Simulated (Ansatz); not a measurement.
# Cu3N (Pm-3m): bands and what follows from them, part 2 of 2

Aim: the bands of Cu3N (Pm-3m) near the Fermi level, with what follows from them: effective masses and transport coefficients.

Ansatz 0.2.0; DFT PBEsol, scalar-relativistic, plane waves, PAW. The steps go on from the part before.

## 3. Levels about the band edges

input.yaml

```yaml
crystal:
  lattice:
    - [3.8139996071, 0.0, 0.0]
    - [0.0, 3.8139996071, 0.0]
    - [0.0, 0.0, 3.8139996071]
  atoms:
    - { symbol: Cu, position: [0.5, 0.0, 0.0] }
    - { symbol: Cu, position: [0.0, 0.5, 0.0] }
    - { symbol: Cu, position: [0.0, 0.0, 0.5] }
    - { symbol: "N", position: [0.0, 0.0, 0.0] }
basis:
  ecutwfc: 420
  ecutrho_ratio: 4
kpoints:
  mp_grid: { grid: [10, 10, 10] }
hamiltonian:
  xc: pbesol
scf:
  occupations: { method: gaussian, width: 0.05 }
output:
  forces: true
  stress: true
  eigenvalues: true
  eigenstates:
    kpoints:
      - [-0.5, -0.5, -0.5]
      - [-0.492715797, -0.5, -0.5]
      - [-0.507284203, -0.5, -0.5]
      - [-0.5, -0.492715797, -0.5]
      - [-0.5, -0.507284203, -0.5]
      - [-0.5, -0.5, -0.492715797]
      - [-0.5, -0.5, -0.507284203]
      - [-0.494849291, -0.494849291, -0.5]
      - [-0.505150709, -0.505150709, -0.5]
      - [-0.494849291, -0.5, -0.494849291]
      - [-0.505150709, -0.5, -0.505150709]
      - [-0.5, -0.494849291, -0.494849291]
      - [-0.5, -0.505150709, -0.505150709]
      - [-0.495794464, -0.495794464, -0.495794464]
      - [-0.504205536, -0.504205536, -0.504205536]
      - [0.0, -0.5, -0.5]
      - [0.007284203, -0.5, -0.5]
      - [-0.007284203, -0.5, -0.5]
      - [0.0, -0.492715797, -0.5]
      - [0.0, -0.507284203, -0.5]
      - [0.0, -0.5, -0.492715797]
      - [0.0, -0.5, -0.507284203]
      - [0.005150709, -0.494849291, -0.5]
      - [-0.005150709, -0.505150709, -0.5]
      - [0.005150709, -0.5, -0.494849291]
      - [-0.005150709, -0.5, -0.505150709]
      - [0.0, -0.494849291, -0.494849291]
      - [0.0, -0.505150709, -0.505150709]
      - [0.004205536, -0.495794464, -0.495794464]
      - [-0.004205536, -0.504205536, -0.504205536]
    de_dk: true
    e_range: [-0.6715498135039, 0.6716450783485]
```

Started as:

```sh
$ ansatz run input.yaml --threads 4 --pin off --max-ram 9216MiB --backend cpu --events-out ev --progress --plain --runs-dir out
```

What it wrote:

```text
Warning: RAYON_NUM_THREADS=4 ignored (pool sized by the plan → 4); use --threads N
Engine: ansatz 0.2.0, x86_64-unknown-linux-gnu
Pseudopotentials: kind: paw
Pseudopotential: Cu, paw, valence charge 19, recommended cutoff 420 eV (normal), Cu.paw.azcp
Pseudopotential: N, paw, valence charge 5, recommended cutoff 420 eV (normal), N.paw.azcp
Functional definition: PBEsol
  exchange = pbesol_x
  correlation = pbesol_c
Crystal: 4 atoms, lattice volume = 55.481 Å³
Basis set: ecut = 420 eV, 1045 PW (Γ), exchange–correlation on 54×54×54 points (8 copies of the dense FFT grid, shifted against one another)
Bands: 38, of which v1, the nominal top of the filled ones, is band 31 counted from 1 (30 counted from 0)
Symmetry: 48 space group operations
Space group: Pm-3m (ITA 221), of the structure as read, at distance tolerance 3.8e-5 Å
k-points: 56 of 1000
Non-local potential: Cu, projectors of the file, l = 0: 3, l = 1: 2, l = 2: 3, l = 3: 1
Non-local potential: N, projectors of the file, l = 0: 2, l = 1: 2, l = 2: 1
PAW form: soft (Blöchl's): semilocal exchange-correlation on the pseudo side does not see the compensation charge
PAW frozen core: Cu, regenerated for the run's functional, and the local potential with it (the file was generated under x = pbe(κ = 0.804, μ = 0.2195149727645171), c = pbe(β = 0.06672455060314922))
PAW frozen core: N, regenerated for the run's functional, and the local potential with it (the file was generated under x = pbe(κ = 0.804, μ = 0.2195149727645171), c = pbe(β = 0.06672455060314922))
PAW one-centre angular grid: Cu, 590 points (default); XC on 64 Gauss nodes
PAW one-centre angular grid: N, 110 points (default); XC on 64 Gauss nodes
Initial density: superposition of atomic densities (neutral atoms: chi_scale 0, normalization atom), corrected by the library's trained network
Initial wavefunctions: pseudopotential atomic-orbital guess
Functional: x = pbesol(κ = 0.804, μ = 0.12345679012345678), c = pbesol(β = 0.046)
SCF iter   1: F=—  HF=-20143.658483 eV  |F-HF|=—  |Δ(HF+E_count)|=         —  Δρ=1.43e-2  dr2=7.78e-2  ethr=1.77e-3  ⟨swp⟩=6.0  Hψ=7527  notcnv=0  defer=18
preconditioner: auto → Kerker (q_TF=auto, 2.779 Å⁻¹)  [metal: Δε(μ)=0.027 eV  Ē_g=9.571 eV  σ=0.050 eV  W_gap=0.30  n_scr=18 (ndim 8)  ℏωp=30.7 eV  f_vac=0.125  D(μ)=0.24/eV (n_scr^D=0)]
SCF iter   2: F=—  HF=-20143.647624 eV  |F-HF|=—  |Δ(HF+E_count)|=   1.09e-2  Δρ=8.04e-3  dr2=2.12e-2  ethr=1.26e-4  ⟨swp⟩=2.0  Hψ=3870  notcnv=0  defer=106
preconditioner: auto → Resta (q_TF=auto, 2.779 Å⁻¹)  ε∞=11.1  [insulator: Δε(μ)=0.170 eV  Ē_g=9.674 eV  σ=0.050 eV  W_gap=0.98  n_scr=18 (ndim 8)  ℏωp=30.7 eV  f_vac=0.123  D(μ)=0.01/eV (n_scr^D=0)  ε∞_Penn≈11.1]
SCF iter   3: F=—  HF=-20143.640375 eV  |F-HF|=—  |Δ(HF+E_count)|=   7.25e-3  Δρ=2.50e-3  dr2=2.95e-3  ethr=3.42e-5  ⟨swp⟩=2.3  Hψ=3489  notcnv=0  defer=106
SCF iter   4: F=—  HF=-20143.639899 eV  |F-HF|=—  |Δ(HF+E_count)|=   4.75e-4  Δρ=7.46e-4  dr2=4.13e-4  ethr=4.75e-6  ⟨swp⟩=1.7  Hψ=2504  notcnv=0  defer=106
SCF iter   5: F=—  HF=-20143.639838 eV  |F-HF|=—  |Δ(HF+E_count)|=   6.18e-5  Δρ=3.06e-4  dr2=4.71e-5  ethr=6.66e-7  ⟨swp⟩=2.4  Hψ=2774  notcnv=0  defer=106
SCF iter   6: F=—  HF=-20143.639856 eV  |F-HF|=—  |Δ(HF+E_count)|=   1.89e-5  Δρ=7.91e-5  dr2=4.98e-6  ethr=7.60e-8  ⟨swp⟩=2.0  Hψ=2888  notcnv=0  defer=106
SCF iter   7: F=—  HF=-20143.639855 eV  |F-HF|=—  |Δ(HF+E_count)|=   1.71e-6  Δρ=4.50e-5  dr2=1.17e-6  ethr=8.04e-9  ⟨swp⟩=1.1  Hψ=2027  notcnv=0  defer=106
SCF iter   8: F=—  HF=-20143.639855 eV  |F-HF|=—  |Δ(HF+E_count)|=   9.00e-8  Δρ=7.79e-6  dr2=3.27e-8  ethr=1.89e-9  ⟨swp⟩=2.1  Hψ=2504  notcnv=0  defer=106
SCF iter   9: F=—  HF=-20143.639855 eV  |F-HF|=—  |Δ(HF+E_count)|=   3.79e-8  Δρ=2.88e-6  dr2=4.26e-9  ethr=5.27e-11  ⟨swp⟩=2.0  Hψ=2507  notcnv=0  defer=106
SCF iter  10: F=—  HF=-20143.639855 eV  |F-HF|=—  |Δ(HF+E_count)|=   3.65e-9  Δρ=4.53e-7  dr2=9.32e-11  ethr=6.86e-12  ⟨swp⟩=2.0  Hψ=2595  notcnv=0  defer=106
SCF iter  11: F=—  HF=-20143.639855 eV  |F-HF|=—  |Δ(HF+E_count)|=  1.24e-10  Δρ=5.71e-7  dr2=1.04e-10  ethr=1.00e-12  ⟨swp⟩=10.0  Hψ=11099  notcnv=0
SCF iter  12: F=-20143.639855 eV  HF=-20143.639855 eV  |F-HF|=1.46e-11  |Δ(HF+E_count)|=  2.55e-11  Δρ=1.48e-7  dr2=7.19e-12  ethr=1.00e-12  ⟨swp⟩=4.3  Hψ=10271  notcnv=0
SCF 1 converged in 12 iterations: F = -20143.639855 eV  dr2 = 7.19e-12
NSCF: frozen V_eff on 30 k-points
SCF converged after 12 iterations
Free energy (F): -20143.639855 eV
Harris-Foulkes:  -20143.639855 eV  (|F-HF|=1.46e-11)
Internal energy: -20143.639831 eV  (E = F + TS)
E sigma→0 (E₀):  -20143.639843 eV
Entropy (-TS):   -0.000024 eV (-0.006 meV/atom)
Fermi energy:    11.082425 eV
--- Per-component energies (eV) ---
  E_band       = -1395.762237
  E_kinetic    = 1027.257068
  E_local      = -15447.637711  (includes V_loc(G=0)·N_el)
  E_nonlocal   = 1232.122844
  E_hartree    = 6795.809602
  E_xc         = -322.408207
  E_vxc        = -416.658375  (∫ρ·V_xc dr)
  E_paw        = -5009.849708  (= ΣΔE_a)
  E_vpaw       = -1382.465744  (= ΣTr[D̂ρ^β])
  E_aug_tail   = 0.000865  (compensation charges beyond the density's cutoff)
  E_ewald      = -8419.581290
  E_core_change = 0.646705  (= ΣΔE_core)
  E_smearing   = -0.000024  (= −TS)
  E_closure    = -0.000000  (closes the sum)
  Σ components = -20143.639855   (vs F -20143.639855, Δ=0.00e0)
--- Forces (eV/Å), atoms counted from 1 ---
  atom   1  Cu    -0.00000000    -0.00000000     0.00000000
  atom   2  Cu     0.00000000     0.00000000     0.00000000
  atom   3  Cu     0.00000000     0.00000000     0.00000000
  atom   4  N     -0.00000000     0.00000000     0.00000000
  max |Σ_I F_I| component: 7.02e-29 eV/Å
--- Stress (GPa, compression-positive) ---
       -4.728812       0.000000       0.000000
        0.000000      -4.728812       0.000000
        0.000000       0.000000      -4.728812
  P = ⅓ Tr σ = -4.7288 GPa (-47.288 kbar)
--- Band table (eV; the first three rows and the last of 56) ---
  k-point 0: bands = ["-101.2500", "-101.2433", "-101.2433", "-58.9891", "-58.9891", "-58.9891", "-58.6855", "-58.6855", "-58.6855", "-58.6818", "-58.6818", "-58.6818", "-5.8497", "5.7150", "6.1594", "6.1594", "6.1594", "7.1314", "7.1314", "7.1314", "7.5592", "7.5592", "8.4414", "8.4414", "8.6846", "8.6846", "8.6846", "9.2059", "9.2059", "9.2059", "9.2555", "11.9945", "16.2253", "16.2253", "17.5407", "17.5407", "17.5407", "23.1542"]
  k-point 1: bands = ["-101.2499", "-101.2435", "-101.2434", "-58.9891", "-58.9891", "-58.9890", "-58.6857", "-58.6854", "-58.6854", "-58.6819", "-58.6819", "-58.6818", "-5.8122", "5.5515", "6.0214", "6.0487", "6.0487", "7.1420", "7.2415", "7.2415", "7.5667", "7.6019", "8.4424", "8.5995", "8.6736", "8.6853", "8.6853", "9.2059", "9.2305", "9.2329", "9.2329", "12.1106", "15.7108", "16.2849", "17.5887", "17.5887", "18.1228", "22.5465"]
  k-point 2: bands = ["-101.2495", "-101.2439", "-101.2434", "-58.9889", "-58.9889", "-58.9887", "-58.6861", "-58.6853", "-58.6853", "-58.6823", "-58.6823", "-58.6819", "-5.7107", "4.8656", "5.8323", "5.8323", "6.1601", "7.1703", "7.4488", "7.4488", "7.5708", "7.7224", "8.4444", "8.6442", "8.6874", "8.6874", "8.7777", "9.1572", "9.2060", "9.3144", "9.3144", "12.3705", "14.9824", "16.4694", "17.7214", "17.7214", "19.1680", "21.3299"]
  k-point 55: bands = ["-101.2456", "-101.2456", "-101.2456", "-59.0262", "-58.9687", "-58.9687", "-58.7008", "-58.7008", "-58.7008", "-58.6682", "-58.6682", "-58.6682", "-4.5184", "3.1689", "3.1689", "3.1689", "7.4054", "7.9981", "7.9981", "7.9981", "8.0440", "8.0440", "8.0440", "8.8789", "8.8789", "9.1682", "9.1682", "9.1682", "11.0109", "11.0109", "11.0109", "11.7476", "11.7476", "11.7476", "17.0735", "18.9677", "18.9677", "18.9677"]
```

Run time: 2.8 s. Hardware: 4 threads of Intel Xeon Platinum 8375C at 2.90GHz (Ice Lake), shared host; peak memory 0.47 GiB.

This gives: volume 13.870 Å³/atom, pressure -4.73 GPa, gap on the mesh 0.14 eV.

## 4. Masses at the band edges

Effective masses from the curvatures, in electron masses (holes for the valence edge):

| edge | band from the edge | degeneracy | x | y | z | [110] | [111] |
| --- | --- | --- | --- | --- | --- | --- | --- |
| valence | 1 | 3 | 2.04 | 2.04 | 2.04 | 3.91 | 0.34 |
| valence | 2 | 3 | 0.12 | 0.12 | 0.12 | 0.12 | 0.34 |
| valence | 3 | 3 | 0.12 | 0.12 | 0.12 | 0.12 | 0.09 |
| conduction | 1 | 1 | 2.51 | 0.14 | 0.14 | 0.27 | 0.21 |

The edges lie at k = (-0.50, -0.50, -0.50) and (0.00, -0.50, -0.50).

## 5. States of the whole zone by energy, transport at constant relaxation time

input.yaml

```yaml
crystal:
  lattice:
    - [3.8139996071, 0.0, 0.0]
    - [0.0, 3.8139996071, 0.0]
    - [0.0, 0.0, 3.8139996071]
  atoms:
    - { symbol: Cu, position: [0.5, 0.0, 0.0] }
    - { symbol: Cu, position: [0.0, 0.5, 0.0] }
    - { symbol: Cu, position: [0.0, 0.0, 0.5] }
    - { symbol: "N", position: [0.0, 0.0, 0.0] }
basis:
  ecutwfc: 420
  ecutrho_ratio: 4
kpoints:
  mp_grid: { grid: [10, 10, 10] }
hamiltonian:
  xc: pbesol
scf:
  occupations: { method: gaussian, width: 0.05 }
output:
  forces: true
  stress: true
  eigenvalues: true
  states_by_energy: { minimum_broadening: 0.05 }
```

Started as:

```sh
$ ansatz run input.yaml --threads 4 --pin off --max-ram 9216MiB --backend cpu --events-out ev --progress --plain --runs-dir out
```

What it wrote:

```text
Warning: RAYON_NUM_THREADS=4 ignored (pool sized by the plan → 4); use --threads N
[... 7 set-up lines as earlier in the session ...]
Crystal: 4 atoms, lattice volume = 55.481 Å³
Basis set: ecut = 420 eV, 1045 PW (Γ), exchange–correlation on 54×54×54 points (8 copies of the dense FFT grid, shifted against one another)
Bands: 38, of which v1, the nominal top of the filled ones, is band 31 counted from 1 (30 counted from 0)
[... 2 set-up lines as earlier in the session ...]
k-points: 56 of 1000
[... 10 set-up lines as earlier in the session ...]
SCF iter   1: F=—  HF=-20143.658483 eV  |F-HF|=—  |Δ(HF+E_count)|=         —  Δρ=1.43e-2  dr2=7.78e-2  ethr=1.77e-3  ⟨swp⟩=6.0  Hψ=7527  notcnv=0  defer=18
preconditioner: auto → Kerker (q_TF=auto, 2.779 Å⁻¹)  [metal: Δε(μ)=0.027 eV  Ē_g=9.571 eV  σ=0.050 eV  W_gap=0.30  n_scr=18 (ndim 8)  ℏωp=30.7 eV  f_vac=0.125  D(μ)=0.24/eV (n_scr^D=0)]
SCF iter   2: F=—  HF=-20143.647624 eV  |F-HF|=—  |Δ(HF+E_count)|=   1.09e-2  Δρ=8.04e-3  dr2=2.12e-2  ethr=1.26e-4  ⟨swp⟩=2.0  Hψ=3870  notcnv=0  defer=106
preconditioner: auto → Resta (q_TF=auto, 2.779 Å⁻¹)  ε∞=11.1  [insulator: Δε(μ)=0.170 eV  Ē_g=9.674 eV  σ=0.050 eV  W_gap=0.98  n_scr=18 (ndim 8)  ℏωp=30.7 eV  f_vac=0.123  D(μ)=0.01/eV (n_scr^D=0)  ε∞_Penn≈11.1]
SCF iter   3: F=—  HF=-20143.640375 eV  |F-HF|=—  |Δ(HF+E_count)|=   7.25e-3  Δρ=2.50e-3  dr2=2.95e-3  ethr=3.42e-5  ⟨swp⟩=2.3  Hψ=3489  notcnv=0  defer=106
SCF iter   4: F=—  HF=-20143.639899 eV  |F-HF|=—  |Δ(HF+E_count)|=   4.75e-4  Δρ=7.46e-4  dr2=4.13e-4  ethr=4.75e-6  ⟨swp⟩=1.7  Hψ=2504  notcnv=0  defer=106
SCF iter   5: F=—  HF=-20143.639838 eV  |F-HF|=—  |Δ(HF+E_count)|=   6.18e-5  Δρ=3.06e-4  dr2=4.71e-5  ethr=6.66e-7  ⟨swp⟩=2.4  Hψ=2774  notcnv=0  defer=106
SCF iter   6: F=—  HF=-20143.639855 eV  |F-HF|=—  |Δ(HF+E_count)|=   1.73e-5  Δρ=7.91e-5  dr2=4.98e-6  ethr=7.60e-8  ⟨swp⟩=2.0  Hψ=2888  notcnv=0  defer=106
SCF iter   7: F=—  HF=-20143.639855 eV  |F-HF|=—  |Δ(HF+E_count)|=   1.99e-7  Δρ=4.50e-5  dr2=1.17e-6  ethr=8.04e-9  ⟨swp⟩=1.1  Hψ=2027  notcnv=0  defer=106
SCF iter   8: F=-20143.639855 eV  HF=-20143.639855 eV  |F-HF|=3.78e-8  |Δ(HF+E_count)|=   8.96e-8  Δρ=7.76e-6  dr2=3.25e-8  ethr=1.61e-10  ⟨swp⟩=7.3  Hψ=9323  notcnv=0
SCF 1 converged in 8 iterations: F = -20143.639855 eV  dr2 = 3.25e-8
NSCF: frozen V_eff on 8 k-points
SCF converged after 8 iterations
Free energy (F): -20143.639855 eV
Harris-Foulkes:  -20143.639855 eV  (|F-HF|=3.78e-8)
Internal energy: -20143.639831 eV  (E = F + TS)
E sigma→0 (E₀):  -20143.639843 eV
Entropy (-TS):   -0.000024 eV (-0.006 meV/atom)
Fermi energy:    11.082489 eV
--- Per-component energies (eV) ---
  E_band       = -1395.759226
  E_kinetic    = 1027.257182
  E_local      = -15447.634541  (includes V_loc(G=0)·N_el)
  E_nonlocal   = 1232.121196
  E_hartree    = 6795.806935
  E_xc         = -322.408356
  E_vxc        = -416.658571  (∫ρ·V_xc dr)
  E_paw        = -5009.848528  (= ΣΔE_a)
  E_vpaw       = -1382.452900  (= ΣTr[D̂ρ^β])
  E_aug_tail   = 0.000865  (compensation charges beyond the density's cutoff)
  E_ewald      = -8419.581290
  E_core_change = 0.646705  (= ΣΔE_core)
  E_smearing   = -0.000024  (= −TS)
  E_closure    = 0.000000  (closes the sum)
  Σ components = -20143.639855   (vs F -20143.639855, Δ=0.00e0)
--- Forces (eV/Å), atoms counted from 1 ---
  atom   1  Cu     0.00000000    -0.00000000     0.00000000
  atom   2  Cu     0.00000000    -0.00000000     0.00000000
  atom   3  Cu     0.00000000     0.00000000    -0.00000000
  atom   4  N     -0.00000000     0.00000000    -0.00000000
  max |Σ_I F_I| component: 1.07e-28 eV/Å
--- Stress (GPa, compression-positive) ---
       -4.728905       0.000000       0.000000
        0.000000      -4.728905       0.000000
        0.000000       0.000000      -4.728905
  P = ⅓ Tr σ = -4.7289 GPa (-47.289 kbar)
--- Band table (eV; the first three rows and the last of 56) ---
  k-point 0: bands = ["-101.2500", "-101.2433", "-101.2433", "-58.9891", "-58.9891", "-58.9891", "-58.6854", "-58.6854", "-58.6854", "-58.6817", "-58.6817", "-58.6817", "-5.8497", "5.7150", "6.1594", "6.1594", "6.1594", "7.1315", "7.1315", "7.1315", "7.5592", "7.5592", "8.4415", "8.4415", "8.6846", "8.6846", "8.6846", "9.2059", "9.2059", "9.2059", "9.2556", "11.9946", "16.2253", "16.2253", "17.5407", "17.5407", "17.5407", "23.1542"]
  k-point 1: bands = ["-101.2498", "-101.2435", "-101.2433", "-58.9890", "-58.9890", "-58.9890", "-58.6856", "-58.6854", "-58.6854", "-58.6819", "-58.6819", "-58.6818", "-5.8122", "5.5516", "6.0214", "6.0487", "6.0487", "7.1420", "7.2415", "7.2415", "7.5668", "7.6020", "8.4424", "8.5996", "8.6737", "8.6854", "8.6854", "9.2060", "9.2305", "9.2329", "9.2329", "12.1107", "15.7109", "16.2849", "17.5887", "17.5887", "18.1228", "22.5465"]
  k-point 2: bands = ["-101.2494", "-101.2439", "-101.2433", "-58.9889", "-58.9889", "-58.9887", "-58.6860", "-58.6852", "-58.6852", "-58.6822", "-58.6822", "-58.6818", "-5.7107", "4.8657", "5.8323", "5.8323", "6.1601", "7.1703", "7.4488", "7.4488", "7.5709", "7.7225", "8.4445", "8.6442", "8.6875", "8.6875", "8.7778", "9.1573", "9.2061", "9.3145", "9.3145", "12.3705", "14.9824", "16.4694", "17.7214", "17.7214", "19.1680", "21.3299"]
  k-point 55: bands = ["-101.2455", "-101.2455", "-101.2455", "-59.0261", "-58.9686", "-58.9686", "-58.7007", "-58.7007", "-58.7007", "-58.6681", "-58.6681", "-58.6681", "-4.5184", "3.1690", "3.1690", "3.1690", "7.4055", "7.9981", "7.9981", "7.9981", "8.0440", "8.0440", "8.0440", "8.8789", "8.8789", "9.1682", "9.1682", "9.1682", "11.0109", "11.0109", "11.0109", "11.7476", "11.7476", "11.7476", "17.0738", "18.9678", "18.9678", "18.9678"]
```

It took 33 s on 4 threads of Intel Xeon Platinum 8375C at 2.90GHz (Ice Lake), shared host; peak memory 0.92 GiB.

Read off: volume 13.870 Å³/atom, pressure -4.73 GPa, gap on the mesh 0.14 eV.

A script then sums the file of states by energy over Fermi windows, for rigid-band transport at a constant relaxation time τ. Negative carriers are holes, and the chemical potential counts from the run's Fermi level:

```
T (K)  electrons added (10¹⁹ cm⁻³)  chemical potential (eV)  σ/τ xx (10²⁰/Ω m s)  Seebeck xx (μV/K)  Lorenz xx (10⁻⁸ V²/K²)
  600                            1                    0.055               0.0432               -157                    7.83
  600                           -1                    0.032               0.0354                -99                   11.01
  600                           10                    0.143                0.124               -160                    2.49
  600                          -10                   -0.037               0.0421                156                    8.10
  600                          100                    0.479                0.992                -51                    2.34
  600                         -100                   -0.208                0.269                108                    2.05
  900                            1                    0.075                0.108               -130                    7.15
  900                           -1                    0.063                  0.1               -115                    8.02
  900                           10                    0.132                 0.16               -159                    4.07
  900                          -10                    0.015               0.0858                -18                   10.50
  900                          100                    0.468                0.977                -76                    2.24
  900                         -100                   -0.180                0.251                140                    2.57
```

## 6. What came out

The summary covers parts 1 to 2.

| quantity | value |
| --- | --- |
| mass at the valence edge, x y z | 2.04 2.04 2.04 |
| mass at the conduction edge, x y z | 2.51 0.14 0.14 |
| largest S²σ/τ along x | at 900 K with 100 × 10¹⁹ cm⁻³ electrons, S = -76 μV/K |

**Reading.** Electrons are lighter than the top holes: the harmonic means over x, y and z are 0.21 and 2.04. Among the cases computed, S²σ/τ along x is largest at 900 K for electron doping of 100 × 10¹⁹ cm⁻³. That is the edge of the range tried, not a located peak. The gap is the Kohn–Sham one, unshifted (where it is too small, thermally excited carriers are overstated).
